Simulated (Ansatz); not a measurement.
The system is Ta.

```xyz
2
Lattice="2.9004 0.0000 0.0000 -1.4502 2.5118 0.0000 0.0000 0.0000 5.1663" Properties=species:S:1:pos:R:3 pbc="T T T"
Ta    0.0000    1.6745    1.2916
Ta    1.4502    0.8373    3.8747
```

This isn't the form of Ta at room conditions, which is bcc.

Base run:

- Program: Ansatz 0.2.0
- Functional: PBEsol
- Potentials or basis: all-electron LAPW, scalar-relativistic
- Cutoff: 252 eV
- Density cutoff: 1009 eV
- Basis error allowed: 0.001 eV/atom
- k mesh: 11 × 11 × 5
- Occupations: fermi-dirac, width 0.05 eV
- Spin: no spin polarisation

Its results: pressure -7.3 GPa.

Problem. After a change of settings the same cell gave: pressure -12.0 GPa. Which change was it?
A. potentials or basis from all-electron LAPW, scalar-relativistic to all-electron LAPW, non-relativistic
B. potentials or basis from all-electron LAPW, scalar-relativistic to all-electron PAW datasets made for the crystal
C. potentials or basis from all-electron LAPW, scalar-relativistic to all-electron LAPW, inner shells corrected to Dirac's equation
D. functional from PBEsol to LDA

Solution. D.

LDA binds more tightly than PBEsol, so the same cell stands under less pressure.

Not every run made on this cell is shown here.
